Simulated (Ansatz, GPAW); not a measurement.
# From spin parameters to the magnetic ion

A crystal has the composition MHOF, where M is a 3d element. A calculation (PBE+U, spin-orbit coupling in second variation, Ansatz) gives:

* S: 1/2
* g, averaged over the cell's ions: 2.0945, 2.1570, 2.2191
* moment in its sphere: 0.72 μB

**Question.** Which ion is it, and why?

The crystal is CuHOF, space group P2_1/c. The spin sits on Cu, with 3 F + 3 O at 1.94 to 2.33 Å round it. With the usual charges of the other elements M must be +2. High-spin ions of that charge with S = 1/2 are d9 and d1, Cu and Sc; the sign of the g shift picks Cu²⁺ d⁹. Low-spin ions are left aside. The shift is positive: in a shell more than half full the orbital moment adds to the spin.

[Hosts, paths, dates, database ids (printed as entryN), source tags and the programs' standing remarks are cut or masked in the printed files.]
